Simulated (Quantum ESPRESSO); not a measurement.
**PbSe (Clausthalite) under changes of volume**

One of the cells (28.671 Å³/atom); the others are scaled copies at fixed shape and fractional positions:

```
CELL_PARAMETERS angstrom
0.00000 3.06065 3.06065
3.06065 0.00000 3.06065
3.06065 3.06065 0.00000
ATOMIC_POSITIONS crystal
Pb 0.00000 0.00000 0.00000
Se 0.50000 0.50000 0.50000
```

```yaml
Program: Quantum ESPRESSO 7.5
Functional: PBE
Potentials_or_basis: PseudoDojo 0.4 SR PBE stringent
Cutoff: 1415 eV
Density_cutoff: 5660 eV
k_mesh: 8 × 8 × 8
Occupations: fermi-dirac, width 0.05 eV
Spin: no spin polarisation
```

```csv
volume (Å³/atom),energy over the lowest point (meV/atom),pressure (GPa),gap on the mesh (eV)
26.951,57.06,6.5,0.07
27.524,?,?,?
28.097,21.15,3.7,0.23
28.671,10.10,2.5,0.30
29.244,3.38,1.4,0.36
29.818,0.00,0.5,0.42
30.391,0.27,-0.4,0.47
```

Question: What does the run at 27.524 Å³/atom give?

Answer: Energy over the lowest point 36.70 meV/atom; pressure 5.0 GPa; gap on the mesh 0.15 eV.

Worked out: A Birch-Murnaghan fit of order 3 (a polynomial in V^(-2/3)) to the other rows has its minimum at 30.07 Å³/atom with B0 = V·E''(V) = 47 GPa and B' = 4.1. It gives 36.61 meV/atom at 27.524 Å³/atom, against the run's 36.70, and -dE/dV = 5.0 GPa, against 5.0.

Energies are extrapolated to zero smearing.

Caveats: spin-orbit coupling is left out, which as a rule narrows the gap of such compounds by several tenths of an eV.

A mesh can miss the band edges.
